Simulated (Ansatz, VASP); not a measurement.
Two plane-wave programs on Pd

```xyz
1
Lattice="-1.6062 1.6062 1.6062 1.6062 -1.6062 1.6062 1.6062 1.6062 -1.6062" Properties=species:S:1:pos:R:3 pbc="T T T"
Pd    0.0000    0.0000    0.0000
```

Alike in both runs: task single point; functional RPBE; k mesh 16 × 16 × 16; occupations fermi-dirac, width 0.1 eV; no spin polarisation.

|  | VASP | Ansatz |
| --- | --- | --- |
| version | VASP 6.6.1 | Ansatz 0.2.0 |
| potentials or method | VASP PAW PBE potentials, release 64 (Pd) | plane waves (420 eV) with PAW, scalar-relativistic |
| plane-wave cutoff (eV) | 520 | 420 |
| valence electrons in the cell | 10 | 18 |

```tsv
	VASP	Ansatz	Ansatz less VASP
pressure (GPa)	-5.2	-5.0	+0.18
```

The two sets of potentials don't hold the same shells in valence.

Caveats: the PAW data sets were made with another functional, which shifts forces and pressure a little (VASP).
